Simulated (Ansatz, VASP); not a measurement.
# BeS in VASP and in Ansatz

File POSCAR:

```
BeS
1.0
    0.0000000000      2.2593647650      2.2593647650
    2.2593647650      0.0000000000      2.2593647650
    2.2593647650      2.2593647650      0.0000000000
Be S
1 1
Direct
    0.0000000000      0.0000000000      0.0000000000
    0.5000000000      0.5000000000      0.5000000000
```

Contents of INCAR.step1:

```
SYSTEM = BeS
PREC = Accurate ; ENCUT = 520
ISMEAR = 0 ; SIGMA = 0.01
LREAL = .FALSE. ; LASPH = .TRUE.
NELM = 100 ; NBANDS = 11
GGA = PE ; ALGO = Normal
EDIFF = 1E-4 ; LWAVE = .TRUE.
LCHARG = .FALSE.
```

Contents of INCAR.step2:

```
SYSTEM = BeS
PREC = Accurate ; ENCUT = 520
EDIFF = 1E-6 ; ISMEAR = 0
SIGMA = 0.01 ; LREAL = .FALSE.
LASPH = .TRUE. ; NELM = 100
ALGO = Normal ; ISIF = 2
LWAVE = .FALSE. ; LCHARG = .FALSE.
METAGGA = R2SCAN ; LMIXTAU = .TRUE.
NBANDS = 11 ; ISTART = 1
```

KPOINTS

```
regular mesh
0
G
  10 10 10
  0 0 0
```

Input for Ansatz:

```yaml
crystal:
  lattice:
    - [0.0, 2.259364765, 2.259364765]
    - [2.259364765, 0.0, 2.259364765]
    - [2.259364765, 2.259364765, 0.0]
  atoms:
    - { symbol: Be, position: [0.0, 0.0, 0.0] }
    - { symbol: S, position: [0.5, 0.5, 0.5] }
kpoints:
  mp_grid: { grid: [10, 10, 10] }
  band_path:
    path:
      - [0.0, 0.0, 0.0]
      - [0.5, 0.0, 0.5]
      - [0.625, 0.25, 0.625]
      - [0.375, 0.375, 0.75]
      - [0.5, 0.5, 0.5]
      - [0.5, 0.25, 0.75]
      - [0.15, 0.15, 0.3]
    npoints: 1
hamiltonian:
  xc: r2scan
scf:
  occupations: { method: fixed }
  n_extra_bands: 4
output:
  forces: true
  stress: true
  eigenvalues: true
```

Change from the starting cell: hydrostatic strain -2.5%.

Alike in both runs: task single point; functional r2SCAN; k mesh 10 × 10 × 10; no spin polarisation.

```csv
,VASP,Ansatz
version,VASP 6.6.1,Ansatz 0.2.0
potentials or method,"VASP PAW PBE potentials, release 64 (Be, S)","plane waves, PAW"
plane-wave cutoff (eV),520,500
occupations,"gaussian, width 0.01 eV",fixed
valence electrons in the cell,8,8
```

|  | VASP | Ansatz | Ansatz less VASP |
| --- | --- | --- | --- |
| gap on the k mesh at the Fermi level (eV) | 1.42 | 1.42 | -0.003 |
| pressure (GPa) | 9.6 | 9.7 | +0.05 |

Caveats: the PAW data sets were made with another functional, which shifts forces and pressure a little (VASP). A k mesh can miss the band edges.
